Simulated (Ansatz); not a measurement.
**Electric field gradients in LiNbO3**

The cell is a structure deposited in the COD whose atoms were relaxed with PBE, the cell held.

Space group R3c:H (No. 161); a = 5.1502, c = 13.8653 Å, γ = 120.00°.

| site | Wyckoff | site symmetry | x | y | z |
| --- | --- | --- | --- | --- | --- |
| Li | 6a | 3. | 0.0000 | 0.0000 | 0.7223 |
| Nb | 6a | 3. | 0.0000 | 0.0000 | 0.0044 |
| O | 18b | 1 | 0.6771 | 0.7106 | 0.6080 |

One atom of each set is listed; the run and its k-mesh use a cell of 10 atoms with edges of 5.50, 5.50, 5.50 Å.

Level of theory: DFT, PBE, plane waves and PAW, with spin–orbit coupling, 420 eV cutoff, Γ-centred 7×7×7 k-points, Fermi–Dirac smearing 0.02 eV (Ansatz 0.2.0).

Conventions: |V_zz| ≥ |V_yy| ≥ |V_xx|, η = (V_xx − V_yy)/V_zz, C_Q = eQV_zz/h. ν_Q = 3|C_Q|/[2I(2I − 1)].

⁶Li: I = 1, Q = -0.8080 mb; ⁹³Nb: I = 9/2, Q = -320.0 mb; ¹⁷O: I = 5/2, Q = -25.58 mb. Nuclear quadrupole moments: year-2017 set (Pyykkö).

| site | atoms | first shell | C_Q (MHz) | η | ν_Q (MHz) |
| --- | --- | --- | --- | --- | --- |
| Li | 2 | 6 O at 2.05–2.24 Å | -0.001 | 0.00 | 0.002 |
| Nb | 2 | 6 O at 1.88–2.14 Å | -27.1 | 0.00 | 1.13 |
| O | 6 | 2 Nb at 1.88–2.14 Å, 2 Li at 2.05–2.24 Å; also 1 Li at 3.31 Å | -1.23 | 0.99 | 0.185 |

An axis of threefold or higher order runs through Li and Nb, so V_zz lies along it and η is zero.

With these PAW files V_zz is typically within 2 to 3 % of all-electron values, but misses above 10 % occur on Li. Where η is near 1 the sign of V_zz means little.
